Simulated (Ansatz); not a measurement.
The parent structure is InN in the wurtzite structure (space group P6_3mc, No. 186; a = 3.5369 Å, c = 5.7136 Å). Axes: x lies along a and z along c of the hexagonal cell.

Method: plane-wave PAW DFT at the PBEsol level (Ansatz, a program for electronic structure, 420 eV), scalar-relativistic without spin-orbit coupling.

Before the change:

```
Quantity                        Result
-----------------------------  -------
Shortest interatomic distance  2.156 Å
```

Modification: uniaxial strain ε_yy = +5.93 %, all other strain components held at zero; the atoms relax in the strained cell.

**Question.** Estimate the effect on the energy relative to the base.

**Answer.** The energy increases by 35 meV/atom.

**Question.** Predict the new shortest interatomic distance.

**Answer.** The shortest interatomic distance grows by 0.040 Å to 2.196 Å.

Whether these cells are dynamically stable was not tested. The final runs are not spin-polarised. Gaps under 0.05 eV, about the width of the smearing, are given as zero.
